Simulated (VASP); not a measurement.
# InP (F-43m) in VASP: a series of runs

Runs on InP. Level: PBE. Tasks: single point.

Program: VASP 6.6.1. These are calculated values, not measurements. Logs are shortened: lines on timing, memory, paths and dates and some standing lists are left out, and cuts for length are marked.

**1. The crystal as given**

The structure is cubic, space group F-43m (No. 216). Conventional cell: a = 5.861 Å, b = 5.861 Å, c = 5.861 Å, α = 90.00°, β = 90.00°, γ = 90.00°. In (site symmetry -43m) has 4 P at 2.54 Å as nearest neighbours. P (site symmetry -43m) has 4 In at 2.54 Å as nearest neighbours.

**2. Single point, PBE**

INCAR reads:

```
PREC = Accurate ; ENCUT = 800
EDIFF = 1E-7 ; ISMEAR = 0
SIGMA = 0.01 ; LREAL = False
LASPH = True ; NELM = 100
ALGO = Normal ; ISIF = 2
LWAVE = False ; LCHARG = False
GGA = PE ; NBANDS = 16
ADDGRID = False
```

KPOINTS reads:

```
regular mesh
0
Gamma
  6 6 6
```

POSCAR reads:

```
InP
1.0
    0.0000000000      2.9305000000      2.9305000000
    2.9305000000      0.0000000000      2.9305000000
    2.9305000000      2.9305000000      0.0000000000
In P
1 1
Direct
    0.0000000000      0.0000000000      0.0000000000
    0.7500000000      0.7500000000      0.7500000000
```

Potentials or basis: VASP PAW PBE potentials, release 64 (In_d, P_h).

Command:

```sh
cat potpaw_PBE.64/In_d/POTCAR potpaw_PBE.64/P_h/POTCAR > POTCAR
mpirun -np 1 vasp_std > vasp.out
```

OUTCAR:

```text
PREC = Accurate
   ENCUT = 800
   EDIFF = 1E-7
   ISMEAR = 0
   LREAL = False
   LASPH = True
   NELM = 100
   ISIF = 2
   GGA = PE

 Found     16 irreducible k-points:

 Following reciprocal coordinates:
            Coordinates               Weight
  0.000000  0.000000  0.000000      1.000000
  0.166667  0.000000  0.000000      8.000000
  0.333333  0.000000  0.000000      8.000000
  0.500000  0.000000  0.000000      4.000000
  0.166667  0.166667  0.000000      6.000000
  0.333333  0.166667  0.000000     24.000000
   k-points           NKPTS =     16   k-points in BZ     NKDIM =     16   number of bands    NBANDS=     16
   number of dos      NEDOS =    301   number of ions     NIONS =      2
   total plane-waves  NPLWV =  64000
   dimension x,y,z NGX =    40 NGY =   40 NGZ =   40
   dimension x,y,z NGXF=    80 NGYF=   80 NGZF=   80
   ions per type =               1   1
   NGX,Y,Z   is equivalent  to a cutoff of  16.05, 16.05, 16.05 a.u.
   NGXF,Y,Z  is equivalent  to a cutoff of  32.09, 32.09, 32.09 a.u.
 SYSTEM =  unknown system
   PREC   = accura    normal or accurate (medium, high low for compatibility)
   ISTART =      0    job   : 0-new  1-cont  2-samecut
   ICHARG =      2    charge: 1-file 2-atom 10-const
   ISPIN  =      1    spin polarized calculation?
   LNONCOLLINEAR =      F non collinear calculations
   LSORBIT =      F    spin-orbit coupling
   LASPH  =      T    aspherical Exc in radial PAW
   ENCUT  =  800.0 eV  58.80 Ry    7.67 a.u.   9.56  9.56  9.56*2*pi/ulx,y,z
   NELM   =    100;   NELMIN=  2; NELMDL= -5     # of ELM steps
   EDIFF  = 0.1E-06   stopping-criterion for ELM
   LREAL  =      F    real-space projection
   EDIFFG = 0.1E-05   stopping-criterion for IOM
   NSW    =      0    number of steps for IOM
   IBRION =     -1    ionic relax: 0-MD 1-quasi-New 2-CG
   NFREE  =      0    steps in history (QN), initial steepest desc. (CG)
   ISIF   =      2    stress and relaxation
   ISYM   =      2    0-nonsym 1-usesym 2-fastsym
   POTIM  = 0.5000    time-step for ionic-motion
   TEBEG  =    0.0;   TEEND  =   0.0 temperature during run
   PSTRESS=    0.0 pullay stress
   NELECT =      18.0000    total number of electrons
   NUPDOWN=      -1.0000    fix difference up-down
   EMIN   =  10.00;   EMAX   =-10.00  energy-range for DOS
   EFERMI =   0.00;   METHOD = LEGACY
   ISMEAR =     0;   SIGMA  =   0.01  broadening in eV -4-tet -1-fermi 0-gaus
   EFERMI_NEDOS =   21; number of points for ismear=-14 and -15
   IALGO  =     38    algorithm
   IMIX   =      4    mixing-type and parameters
     AMIX     =   0.40;   BMIX     =  1.00
     AMIX_MAG =   1.60;   BMIX_MAG =  1.00
  volume/ion in A,a.u.               =      25.17       169.83
  Fermi-wavevector in a.u.,A,eV,Ry     =   1.162021  2.195901 18.371846  1.350293
  Thomas-Fermi vector in A             =   2.298587
   LORBIT       =      0    0 simple, 1 ext, 2 COOP (PROOUT), +10 PAW based schemes
   GGA     = PE    functional components
   LHFCALC =     F    Hartree Fock is set to
   AEXX    =    0.0000 exact exchange contribution
   IVDW    =     0    specifies the selected vdW correction
   LEPSILON=     F    determine dielectric tensor
   LRPA    =     F    only Hartree local field effects (RPA)
 non-spin polarized calculation
 Gauss-broadening in eV      SIGMA  =   0.01
  energy-cutoff  :      800.00
  volume of cell :       50.33
 maximum number of plane-waves:      2637
 NGX is ok and might be reduce to    40
   NGX = 19   NGY = 19   NGZ = 19

 number of electron      18.0000001 magnetization

 Free energy of the ion-electron system (eV)
  ---------------------------------------------------
  ext. energy  EPLUGINS =         0.00000000
  ---------------------------------------------------
  free energy    TOTEN  =        -8.37173350 eV

  energy without entropy =       -8.37173350  energy(sigma->0) =       -8.37173350

 E-fermi :   5.4558     XC(G=0):  -9.3184

 val. band max:        5.4029023975   @ k =   0.0000   0.0000   0.0000
 cond. band min:       6.1126796807   @ k =   0.0000   0.0000   0.0000
 fundamental gap:      0.7097772832
 Fermi energy:         5.4557782037

 k-point     1 :       0.0000    0.0000    0.0000
  band No.  band energies     occupation
      1      -8.7903      2.00000
      2      -8.7903      2.00000
      3      -8.7903      2.00000
      4      -8.6385      2.00000
      5      -8.6385      2.00000
      6      -6.1154      2.00000
[... 8 lines left out ...]
     15      14.8282      0.00000
     16      14.8282      0.00000

 k-point     2 :       0.1667    0.0000    0.0000
  band No.  band energies     occupation
      1      -8.8222      2.00000
      2      -8.7778      2.00000
      3      -8.7778      2.00000
      4      -8.6380      2.00000
      5      -8.6380      2.00000
      6      -5.8021      2.00000
[... 8 lines left out ...]
     15      14.0072      0.00000
     16      14.8892      0.00000

 k-point     3 :       0.3333    0.0000    0.0000
  band No.  band energies     occupation
      1      -8.8813      2.00000
      2      -8.7581      2.00000
      3      -8.7581      2.00000
      4      -8.6315      2.00000
      5      -8.6315      2.00000
      6      -4.9934      2.00000
[... 8 lines left out ...]
     15      14.4863      0.00000
     16      14.4863      0.00000

 k-point     4 :       0.5000    0.0000    0.0000
  band No.  band energies     occupation
      1      -8.9091      2.00000
      2      -8.7514      2.00000
      3      -8.7514      2.00000
      4      -8.6249      2.00000
      5      -8.6249      2.00000
      6      -4.3903      2.00000
[... 8 lines left out ...]
     15      16.0178      0.00000
     16      16.0178      0.00000

 k-point     5 :       0.1667    0.1667    0.0000
  band No.  band energies     occupation
      1      -8.8446      2.00000
      2      -8.7651      2.00000
      3      -8.7651      2.00000
      4      -8.6493      2.00000
      5      -8.6297      2.00000
      6      -5.6992      2.00000
[... 8 lines left out ...]
     15      15.0737      0.00000
     16      15.9189      0.00000

 k-point     6 :       0.3333    0.1667    0.0000
  band No.  band energies     occupation
      1      -8.8909      2.00000
      2      -8.7473      2.00000
      3      -8.7421      2.00000
      4      -8.6540      2.00000
      5      -8.6221      2.00000
      6      -5.0477      2.00000
[... 8 lines left out ...]
     15      15.3428      0.00000
     16      16.1670      0.00000

 [... further k-points ...]

------------------------ aborting loop because EDIFF is reached ----------------------------------------

  FORCE on cell =-STRESS in cart. coord.  units (eV):
  Direction    XX          YY          ZZ          XY          YZ          ZX
  --------------------------------------------------------------------------------------
  -------------------------------------------------------------------------------------
  Total        1.0440695      1.0440695      1.0440695      0.0000000     -0.0000000     -0.0000000
  in kB       33.2341674     33.2341674     33.2341674      0.0000000     -0.0000000     -0.0000000
  external PRESSURE =      33.2341674 kB  Pullay stress =       0.0000000 kB

 VOLUME and BASIS-vectors are now :
 -----------------------------------------------------------------------------
  energy-cutoff  :      800.00
  volume of cell :       50.33
      direct lattice vectors                 reciprocal lattice vectors
     0.000000000  2.930500000  2.930500000    -0.170619348  0.170619348  0.170619348
     2.930500000  0.000000000  2.930500000     0.170619348 -0.170619348  0.170619348
     2.930500000  2.930500000  0.000000000     0.170619348  0.170619348 -0.170619348

 POSITION                                       TOTAL-FORCE (eV/Angst)
 -----------------------------------------------------------------------------------
      0.00000      0.00000      0.00000         0.000000      0.000000      0.000000
      4.39575      4.39575      4.39575        -0.000000     -0.000000     -0.000000
 -----------------------------------------------------------------------------------
    total drift:                                0.000000      0.000000     -0.000000

  FREE ENERGIE OF THE ION-ELECTRON SYSTEM (eV)
  ---------------------------------------------------
  free  energy   TOTEN  =        -8.3717334986 eV

  energy  without entropy=       -8.3717334986  energy(sigma->0) =       -8.37173350
```

OSZICAR:

```text
N       E                     dE             d eps       ncg     rms          rms(c)
DAV:   1     0.127301639433E+03    0.12730E+03   -0.10751E+04   512   0.165E+03
DAV:   2    -0.102488449847E+01   -0.12833E+03   -0.12188E+03   568   0.357E+02
DAV:   3    -0.856388663374E+01   -0.75390E+01   -0.75032E+01   640   0.797E+01
DAV:   4    -0.878192626596E+01   -0.21804E+00   -0.21795E+00   648   0.139E+01
DAV:   5    -0.879436320340E+01   -0.12437E-01   -0.12437E-01   808   0.302E+00    0.507E+00
DAV:   6    -0.839846120527E+01    0.39590E+00   -0.61061E-01   768   0.130E+01    0.274E+00
DAV:   7    -0.837053316791E+01    0.27928E-01   -0.18620E-01   744   0.332E+00    0.861E-01
DAV:   8    -0.837087530704E+01   -0.34214E-03   -0.17635E-02   632   0.161E+00    0.245E-01
DAV:   9    -0.837146709638E+01   -0.59179E-03   -0.16650E-03   728   0.606E-01    0.143E-01
DAV:  10    -0.837169483048E+01   -0.22773E-03   -0.34218E-04   568   0.131E-01    0.632E-02
DAV:  11    -0.837173347815E+01   -0.38648E-04   -0.85864E-05   600   0.837E-02    0.318E-02
DAV:  12    -0.837173328298E+01    0.19517E-06   -0.65945E-06   592   0.202E-02    0.601E-03
DAV:  13    -0.837173354011E+01   -0.25713E-06   -0.12332E-06   712   0.710E-03    0.214E-03
DAV:  14    -0.837173349855E+01    0.41551E-07   -0.29527E-07   608   0.352E-03
   1 F= -.83717335E+01 E0= -.83717335E+01  d E =-.564724E-16
```

It took 19 s on 1 thread of Intel Xeon Platinum 8488C (Sapphire Rapids), shared host; peak memory 0.24 GiB.

These settings aren't checked as converged: the numbers below hold their error.

What came out:

```yaml
Free_energy: -8.3717 eV
Pressure: 3.3 GPa
Band_gap_on_the_k_mesh: 0.71 eV, direct
```

Caveat: spin-orbit coupling is left out, which moves the levels of the heavy elements.

**3. Single point, PBE**

INCAR reads:

```
PREC = Low ; ENCUT = 800
EDIFF = 1E-7 ; ISMEAR = 0
SIGMA = 0.05 ; LREAL = False
LASPH = True ; NELM = 100
ALGO = Normal ; ISIF = 2
LWAVE = False ; LCHARG = False
GGA = PE ; NBANDS = 16
ADDGRID = False
```

KPOINTS is that of step 2.

POSCAR is that of step 2.

Potentials or basis: VASP PAW PBE potentials, release 64 (In_d, P_h).

Command:

```sh
cat potpaw_PBE.64/In_d/POTCAR potpaw_PBE.64/P_h/POTCAR > POTCAR
mpirun -np 1 vasp_std > vasp.out
```

Run time: 9.6 s. Hardware: 1 thread of Intel Xeon Platinum 8488C (Sapphire Rapids), shared host; peak memory 0.13 GiB.

The run converged, but some of its settings lie outside the range that counts as converged, so its numbers aren't taken as properties of the crystal.

What came out:

| Item | Value |
| --- | --- |
| Free energy | -8.3721 eV |
| Pressure | 3.3 GPa |
| Band gap on the k mesh | 0.71 eV, direct |

Caveat: spin-orbit coupling is left out, which moves the levels of the heavy elements.

**4. Single point, PBE**

Edit INCAR of step 3 so:

```diff
@@ -1,2 +1,2 @@
-PREC = Low ; ENCUT = 800
+PREC = Normal ; ENCUT = 800
 EDIFF = 1E-7 ; ISMEAR = 0
```

KPOINTS is that of step 3.

POSCAR is that of step 3.

Command:

```sh
cat potpaw_PBE.64/In_d/POTCAR potpaw_PBE.64/P_h/POTCAR > POTCAR
mpirun -np 1 vasp_std > vasp.out
```

It took 9.8 s on 1 thread of Intel Xeon Platinum 8488C (Sapphire Rapids), shared host; peak memory 0.17 GiB.

The run converged, but some of its settings lie outside the range that counts as converged, so its numbers aren't taken as properties of the crystal.

What came out:

| Item | Value |
| --- | --- |
| Free energy | -8.3717 eV |
| Pressure | 3.3 GPa |
| Band gap on the k mesh | 0.71 eV, direct |

Caveat: spin-orbit coupling is left out, which moves the levels of the heavy elements.

**5. Single point, PBE**

INCAR reads:

```
PREC = Accurate ; ENCUT = 800
EDIFF = 1E-7 ; ISMEAR = 0
SIGMA = 0.05 ; LREAL = Auto
LASPH = True ; NELM = 100
ALGO = Normal ; ISIF = 2
LWAVE = False ; LCHARG = False
GGA = PE ; NBANDS = 16
ADDGRID = False
```

KPOINTS is that of step 4.

POSCAR is that of step 4.

Command:

```sh
cat potpaw_PBE.64/In_d/POTCAR potpaw_PBE.64/P_h/POTCAR > POTCAR
mpirun -np 1 vasp_std > vasp.out
```

Run time: 25 s. Hardware: 1 thread of Intel Xeon Platinum 8488C (Sapphire Rapids), shared host; peak memory 0.24 GiB.

These settings aren't checked as converged: the numbers below hold their error.

What came out:

* Free energy: -8.3736 eV
* Pressure: 3.3 GPa
* Band gap on the k mesh: 0.71 eV, direct

Caveat: spin-orbit coupling is left out, which moves the levels of the heavy elements.

**6. The reference run**

An earlier run on the cell as given: functional PBEsol; potentials or basis VASP PAW PBE potentials, release 64 (In_d, P); cutoff 520 eV; k mesh 8 × 8 × 8; occupations fermi-dirac, width 0.05 eV; no spin polarisation.

- Pressure: 0.6 GPa
- Band gap on the k mesh: 0.61 eV, direct
